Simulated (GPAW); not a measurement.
Runs of GPAW 26.7.0 on AlN. The structure is cubic, space group F-43m (No. 216). The conventional cell has a = 4.368 Å, b = 4.368 Å, c = 4.368 Å, α = 90.00°, β = 90.00°, γ = 90.00°. Al (site symmetry -43m) has 4 N at 1.89 Å as nearest neighbours. Around N (site symmetry -43m) lie 4 Al at 1.89 Å. Measurements of this composition are mostly on another form, of space group No. 186.

```tsv
task	level	potentials or basis	cutoff (eV)	maxiter	band path	band points	other keys	gap on the mesh (eV)	pressure (GPa)
band structure	SCAN	GPAW PAW data sets (gpaw-data 1.2.1), pw	800	150	GXWKGLUWLK,UX	80	-	3.94	-0.2
band structure	mBEEF	GPAW PAW data sets (gpaw-data 1.2.1), pw	800	150	GXWKGLUWLK,UX	80	-	4.11	-0.2
band structure	optPBE-vdW	GPAW PAW data sets (gpaw-data 1.2.1), pw	800	150	GXWKGLUWLK,UX	100	-	(a)	-
single point	PBE	GPAW PAW data sets (gpaw-data 1.2.1), pw	900	60	-	-	several, not listed	(b)	6.3
```

Alike in all rows: no spin polarisation; cell as given; k mesh 10 × 10 × 10; smearing fermi-dirac 0.05 eV.

Q: Estimate the missing entries.

A: (a) 3.52; (b) 3.31.

Caveats: the PAW data sets were made with another functional, which shifts forces and pressure a little (some runs).

A k mesh can miss the band edges.
